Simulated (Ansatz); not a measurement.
# Bands of SiC

```xyz
4
Lattice="3.0760 0.0000 0.0000 -1.5380 2.6639 0.0000 0.0000 0.0000 5.0480" Properties=species:S:1:pos:R:3 pbc="T T T"
Si    0.0000    1.7759    0.0000
Si    1.5380    0.8880    2.5240
C     0.0000    1.7759    1.9435
C     1.5380    0.8880    4.4675
```

Atom numbers follow the list: Si1, Si2, C3, C4.

The cell comes from COD entry 9008875, which wasn't checked; take it as a given geometry.

All numbers below come from Ansatz 0.2.0, DFT, PBEsol, all-electron LAPW, scalar-relativistic.

The runs use a Γ-centred 15×15×8 k mesh, Fermi–Dirac smearing of 0.08 eV, basis error target 1 meV/atom, no spin polarisation.

Points in fractions of the reciprocal vectors of this cell: Γ (0, 0, 0), M (0.5, 0, 0), K (0.333, 0.333, 0), A (0, 0, 0.5), L (0.5, 0, 0.5), H (0.333, 0.333, 0.5). The path joins them by straight lines in the order Γ–M–K–Γ–A–L–H–A–L; legs that retrace an earlier one aren't tabulated. Energies are in eV from the top of the valence band.

Is there a gap, and where are the band edges?

2.17 eV, indirect from Γ to K (0.333, 0.333, 0).

List the levels between -5 and 4.5 eV at the symmetry points.


Γ: -1.56 (×2), -0.27 (×2), 0.00
M: -3.56, -3.31, -1.49, 2.47, 4.10
K: -4.15, -4.07 (×2), 2.17
A: -4.48 (×2), -0.97 (×4)
L: -2.70 (×2), -2.35 (×2), 3.06 (×2)
H: -1.76 (×2)

Kohn–Sham gaps of semilocal functionals usually fall short of measured ones.
